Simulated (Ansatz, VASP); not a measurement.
**Pt in VASP and in Ansatz**

```
Pt
1.0
     0.00000    1.96420    1.96420
     1.96420    0.00000    1.96420
     1.96420    1.96420    0.00000
Pt
1
Direct
  0.00000 0.00000 0.00000
```

Alike in both runs: functional PBE; dispersion D3(BJ); k mesh 18 × 18 × 18; occupations gaussian, width 0.1 eV; no spin polarisation.

Ansatz relaxed the structure, and its values are those at the end. VASP's run is a single point on that final structure, the one shown.

```csv
,VASP,Ansatz
version,VASP 6.6.1,Ansatz 0.2.0
potentials or method,"VASP PAW PBE potentials, release 64 (Pt)","scalar-relativistic, plane waves, PAW"
plane-wave cutoff (eV),520,420
valence electrons in the cell,10,18
```

VASP gave:

* gap on the k mesh at the Fermi level (eV): none
* pressure (GPa): -0.5

Problem. What did Ansatz give for the same quantities?

Solution. gap on the k mesh at the Fermi level (eV): none; pressure (GPa): 0.0.

A gap of «none» marks a metal or a gap that the smearing closes. The two sets of potentials don't hold the same shells in valence.

Caveats: pairwise dispersion overbinds metals, which lowers pressure and volume. The runs have no spin-orbit coupling, so splittings on Pt are missing.
